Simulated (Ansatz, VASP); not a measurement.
# Cu in VASP and in Ansatz

```
CELL_PARAMETERS angstrom
0.00000 1.81484 1.81484
1.81484 0.00000 1.81484
1.81484 1.81484 0.00000
ATOMIC_POSITIONS crystal
Cu 0.00000 0.00000 0.00000
```

Alike in both runs: functional PBE; k mesh 20 × 20 × 20; occupations gaussian, width 0.1 eV; no spin polarisation.

Ansatz relaxed the structure, and its values are those at the end. VASP's run is a single point on that final structure, the one shown.

|  | VASP | Ansatz |
| --- | --- | --- |
| version | VASP 6.6.1 | Ansatz 0.2.0 |
| potentials or method | VASP PAW PBE potentials, release 64 (Cu) | scalar-relativistic, plane waves, PAW |
| plane-wave cutoff (eV) | 520 | 420 |
| valence electrons in the cell | 11 | 19 |

```tsv
	VASP	Ansatz	Ansatz less VASP
gap on the k mesh at the Fermi level (eV)	none	none	-
pressure (GPa)	0.5	0.0	-0.53
```

A gap of «none» marks a metal or a gap that the smearing closes. The functional is the same, so the differences come from potentials, cutoffs and numerics. The two sets of potentials don't hold the same shells in valence.
